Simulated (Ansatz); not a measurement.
Au under changes of volume

One of the cells (16.855 Å³/atom); the others are scaled copies at fixed shape and fractional positions:

```
CELL_PARAMETERS angstrom
0.00000 2.03500 2.03500
2.03500 0.00000 2.03500
2.03500 2.03500 0.00000
ATOMIC_POSITIONS crystal
Au 0.00000 0.00000 0.00000
```

- Program: Ansatz 0.2.0
- Functional: HSE03
- Potentials or basis: Ansatz PAW
- Cutoff: 420 eV (not typed: the program's choice for these potentials)
- k mesh: 6 × 6 × 6
- Occupations: fermi-dirac, width 0.05 eV
- Spin: no spin polarisation

```csv
volume (Å³/atom),energy over the lowest point (meV/atom),pressure (GPa)
15.843,119.54,23.0
16.181,76.90,17.6
16.518,45.06,12.8
16.855,22.47,8.7
17.192,8.08,5.0
17.529,?,?
17.866,0.00,-1.0
```

Problem. What does the run at 17.529 Å³/atom give?

Solution. Energy over the lowest point 0.80 meV/atom; pressure 1.8 GPa.

Worked out: A Birch-Murnaghan fit of order 3 (a polynomial in V^(-2/3)) to the other rows has its minimum at 17.75 Å³/atom with B0 = V·E''(V) = 145 GPa and B' = 5.9. It gives 0.89 meV/atom at 17.529 Å³/atom, against the run's 0.80, and -dE/dV = 1.9 GPa, against 1.8.

Energies are extrapolated to zero smearing.

Caveats: all runs use coarse meshes; the PAW data sets come from PBE, with cores solved anew for the run's functional, which leaves a small shift of forces and pressure; the thresholds are loose for stress.
